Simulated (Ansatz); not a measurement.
Runs of Ansatz 0.2.0 on TiPt3. Symmetry: Pm-3m, No. 221, cubic system. Conventional cell: a = 3.897 Å, b = 3.897 Å, c = 3.897 Å, α = 90.00°, β = 90.00°, γ = 90.00°. Pt (site symmetry 4/mmm) is surrounded by 8 Pt at 2.76 Å and 4 Ti at 2.76 Å. Ti (site symmetry m-3m) has 12 Pt at 2.76 Å as nearest neighbours. 

```csv
task,level,spin,k mesh,cutoff (eV),points for each segment of the path,atoms under strain,gap on the mesh (eV),pressure (GPa),V0 of scaled cells (Å³/atom),B0 (GPa)
equation of state,PBE,off,7 × 7 × 7,420,-,-,-,-,15.38,235
band structure,PBEsol,"SOC, no magnetisation",7 × 7 × 7,420,14,-,none,(b),-,-
equation of state,r2SCAN,off,7 × 7 × 7,500,-,-,-,-,(a),257
phonons,PBEsol,off,6 × 6 × 6,420,-,-,none,-,-,-
elastic constants,PBEsol,off,6 × 6 × 6,420,-,relaxed,none,0.4,-,-
```

Alike in all rows: potentials or basis Ansatz PAW; cell as given; smearing fermi-dirac 0.05 eV.

**Question.** Fill in the values left out.

**Answer.** (a) 15.07; (b) 0.1.

Caveats: the PAW data sets come from PBE, with cores solved anew for the run's functional, which leaves a small shift of forces and pressure (some runs); the PAW data sets were made with another functional, which shifts forces and pressure a little (some runs); elastic constants of metals need much finer meshes, so these are rough (some runs).

A k mesh can miss the band edges, and rows without SOC leave out spin-orbit coupling on Pt.

A gap of «none» marks a metal or a gap under the smearing width.
